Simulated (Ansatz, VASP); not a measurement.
# One calculation of Se, two programs

```
Se
1.0
     2.00090   -1.15522    3.27051
     0.00000    2.31045    3.27051
    -2.00090   -1.15522    3.27051
Se
2
Direct
  0.25000 0.25000 0.25000
  0.75000 0.75000 0.75000
```

Alike in both runs: functional PBE; k mesh 13 × 13 × 13; occupations fermi-dirac, width 0.08 eV; no spin polarisation.

Ansatz relaxed the structure, and its values are those at the end. VASP's run is a single point on that final structure, the one shown.

|  | VASP | Ansatz |
| --- | --- | --- |
| version | VASP 6.6.1 | Ansatz 0.2.0 |
| potentials or method | VASP PAW PBE potentials, release 64 (Se) | PAW with Ansatz's default frozen-core files, scalar-relativistic |
| plane-wave cutoff (eV) | 520 | 420 |
| valence electrons in the cell | 12 | 32 |

|  | VASP | Ansatz | Ansatz less VASP |
| --- | --- | --- | --- |
| pressure (GPa) | 0.0 | 0.0 | -0.02 |

With one functional, cell and mesh, what is left measures potentials, basis and numerics. The two sets of potentials don't hold the same shells in valence.
